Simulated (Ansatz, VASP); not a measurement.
**One calculation of Nb, two programs**

File INCAR:

```
SYSTEM = Nb
PREC = Accurate ; ENCUT = 520
EDIFF = 1E-6 ; ISMEAR = 0
SIGMA = 0.15 ; LREAL = .False.
LASPH = .True. ; NELM = 100
ALGO = Fast ; ISIF = 2
LWAVE = .False. ; LCHARG = .False.
GGA = PE ; NBANDS = 12
```

File KPOINTS:

```
regular mesh
0
Gamma
  20 20 20
  0 0 0
```

The input POSCAR:

```
Nb
1.0
    0.0000000000      2.0621250000      2.0092500000
    2.0621250000      0.0000000000      2.0092500000
    2.0621250000      2.0621250000      0.0000000000
Nb
1
Direct
    0.0000000000      0.0000000000      0.0000000000
```

Input for Ansatz:

```yaml
crystal:
  lattice:
    - [0.0, 2.062125, 2.00925]
    - [2.062125, 0.0, 2.00925]
    - [2.062125, 2.062125, 0.0]
  atoms:
    - { symbol: Nb, position: [0.0, 0.0, 0.0] }
basis:
  ecutwfc: 420
kpoints:
  mp_grid: { grid: [20, 20, 20] }
hamiltonian:
  xc: pbe
scf:
  occupations: { method: gaussian, width: 0.15 }
output:
  forces: true
  stress: true
  eigenvalues: true
```

Change from the starting cell: strain -0.025 along x and y, -0.050 along z, atoms carried along.

Alike in both runs: task single point; functional PBE; k mesh 20 × 20 × 20; occupations gaussian, width 0.15 eV; no spin polarisation.

|  | VASP | Ansatz |
| --- | --- | --- |
| version | VASP 6.6.1 | Ansatz 0.2.0 |
| potentials or method | VASP PAW PBE potentials, release 64 (Nb_sv) | scalar-relativistic, plane waves, PAW |
| plane-wave cutoff (eV) | 520 | 420 |
| valence electrons in the cell | 13 | 13 |

|  | VASP | Ansatz | Ansatz less VASP |
| --- | --- | --- | --- |
| gap on the k mesh at the Fermi level (eV) | none | none | - |
| pressure (GPa) | 17.6 | 18.0 | +0.37 |
| largest component of the traceless stress (GPa) | 6.12 | 6.15 | +0.027 |

A gap of «none» marks a metal or a gap that the smearing closes.

Caveats: so large a pressure means that the cell lies far from this level's equilibrium, or that cutoff or potentials fall short (VASP).
